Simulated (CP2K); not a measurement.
Something may be wrong with this CP2K 2026.2 calculation of TiO2.

The input tio2_scf.inp:

```
&GLOBAL
  PROJECT tio2_scf
  RUN_TYPE ENERGY_FORCE
  PRINT_LEVEL LOW
&END GLOBAL
&FORCE_EVAL
  METHOD QS
  STRESS_TENSOR ANALYTICAL
  &DFT
    BASIS_SET_FILE_NAME BASIS_MOLOPT
    POTENTIAL_FILE_NAME GTH_POTENTIALS
    &MGRID
      CUTOFF 600
      REL_CUTOFF 60
      NGRIDS 4
    &END MGRID
    &QS
      METHOD GPW
      EPS_DEFAULT 1.0E-9
    &END QS
    &KPOINTS
      SCHEME MONKHORST-PACK 1 1 1
      GAMMA_CENTERED T
      SYMMETRY T
      SYMMETRY_BACKEND SPGLIB
    &END KPOINTS
    &SCF
      SCF_GUESS ATOMIC
      EPS_SCF 1.0E-6
      MAX_SCF 75
      ADDED_MOS 42
      CHOLESKY OFF
      EPS_EIGVAL 1.0E-7
      &DIAGONALIZATION ON
        ALGORITHM STANDARD
      &END DIAGONALIZATION
      &MIXING ON
        METHOD BROYDEN_MIXING
        ALPHA 0.4
        BETA 1.5
        NBUFFER 8
      &END MIXING
      &SMEAR ON
        METHOD FERMI_DIRAC
        ELECTRONIC_TEMPERATURE [K] 116.045
      &END SMEAR
    &END SCF
    &XC
      &XC_FUNCTIONAL PBE
      &END XC_FUNCTIONAL
    &END XC
    &PRINT
      &KPOINTS ON
      &END KPOINTS
      &MULLIKEN ON
      &END MULLIKEN
      &MO ON
        ENERGIES T
        OCCUPATION_NUMBERS T
        &EACH
          QS_SCF 0
        &END EACH
        ADD_LAST NUMERIC
      &END MO
    &END PRINT
  &END DFT
  &SUBSYS
    &CELL
      A 6.4353683548 0.0000000000 0.0000000000
      B 5.3328817853 3.6019908004 0.0000000000
      C -1.8438887883 -0.5643719647 6.3289668713
      PERIODIC XYZ
    &END CELL
    &COORD
      SCALED
      Ti  0.9000710000 0.9000710000 0.2896020000
      Ti  0.1952860000 0.1952860000 0.2837620000
      Ti  0.0999290000 0.0999290000 0.7103980000
      Ti  0.8047140000 0.8047140000 0.7162380000
      O   0.3619310000 0.3619310000 0.2933970000
      O   0.2634885000 0.2634885000 0.6525000000
      O   0.8671885000 0.8671885000 0.9952910000
      O   0.7365115000 0.7365115000 0.3475000000
      O   0.9416475000 0.9416475000 0.6300210000
      O   0.1328115000 0.1328115000 0.0047090000
      O   0.6380690000 0.6380690000 0.7066030000
      O   0.0583525000 0.0583525000 0.3699790000
    &END COORD
    &KIND Ti
      BASIS_SET DZVP-MOLOPT-SR-GTH-q12
      POTENTIAL GTH-PBE-q12
    &END KIND
    &KIND O
      BASIS_SET DZVP-MOLOPT-SR-GTH-q6
      POTENTIAL GTH-PBE-q6
    &END KIND
    &PRINT
      &ATOMIC_COORDINATES ON
      &END ATOMIC_COORDINATES
      &CELL ON
      &END CELL
    &END PRINT
  &END SUBSYS
  &PRINT
    &FORCES ON
    &END FORCES
    &STRESS_TENSOR ON
    &END STRESS_TENSOR
  &END PRINT
&END FORCE_EVAL
```

Potentials or basis: GTH_POTENTIALS Ti GTH-PBE-q12, O GTH-PBE-q6; DZVP-MOLOPT-SR-GTH basis.

Command:

```console
$ OMP_NUM_THREADS=1 cp2k.psmp -i tio2_scf.inp -o tio2_scf.out
```

tio2_scf.out:

```text

 CP2K| version string:                                       CP2K version 2026.2
 CP2K| Input file name                                              tio2_scf.inp

 GLOBAL| Force Environment number                                              1
 GLOBAL| Basis set file name                                        BASIS_MOLOPT
 GLOBAL| Potential file name                                      GTH_POTENTIALS
 GLOBAL| MM Potential file name                                     MM_POTENTIAL
 GLOBAL| Coordinate file name                                      __STD_INPUT__
 GLOBAL| Method name                                                        CP2K
 GLOBAL| Project name                                                   tio2_scf
 GLOBAL| Run type                                                   ENERGY_FORCE
 GLOBAL| FFT library                                                       FFTW3
 GLOBAL| Diagonalization library                                       ScaLAPACK
 GLOBAL| Cholesky decomposition library                                ScaLAPACK
[... 193 lines left out ...]
 FORCES|      5 -1.18144655E-01 -3.61613518E-02 -3.63446556E-03   1.23608302E-01
 FORCES|      6 -6.32423280E-02 -1.93570674E-02 -6.83323861E-02   9.50978607E-02
 FORCES|      7 -8.00924435E-03 -2.45153601E-03  1.96793154E-02   2.13876945E-02
 FORCES|      8  6.32423280E-02  1.93570673E-02  6.83323860E-02   9.50978605E-02
 FORCES|      9  1.41646952E-03  4.33428606E-04 -6.27188166E-03   6.44443526E-03
 FORCES|     10  8.00924414E-03  2.45153588E-03 -1.96793154E-02   2.13876945E-02
 FORCES|     11  1.18144655E-01  3.61613519E-02  3.63446555E-03   1.23608301E-01
 FORCES|     12 -1.41646932E-03 -4.33428275E-04  6.27188170E-03   6.44443523E-03
 FORCES| Sum     5.75182957E-12  1.91978378E-12  7.66553487E-12
 FORCES| Total atomic force                                       9.77392132E-12

 STRESS| Analytical stress tensor [bar]
 STRESS|                        x                   y                   z
 STRESS|      x        3.84132365535E+04  -1.74356235556E+04   1.22475488340E+04
 STRESS|      y       -1.74356235556E+04   9.00403534408E+04   3.74866827292E+03
 STRESS|      z        1.22475488340E+04   3.74866827292E+03  -3.91050128436E+04
 STRESS| 1/3 Trace                                             2.97828590502E+04
 STRESS| Determinant                                          -1.39013249919E+14

[... 1 line left out ...]
 STRESS|                        1                   2                   3
[... 1 line left out ...]
 STRESS|      x          -0.162258581893      0.942343361070     -0.292679248409
 STRESS|      y          -0.049663829493      0.288434821909      0.956210676342
 STRESS|      z           0.985497669527      0.169688960623     -0.000000645164
```

Problem. What happened, and what is wrong with the input?

Solution. The calculation finished and met its thresholds. The input holds a flaw that was put in on purpose: a small cell at the Gamma point alone (k = 1 × 1 × 1). The program doesn't stop on it, so the numbers can't be trusted though the run ends normally.
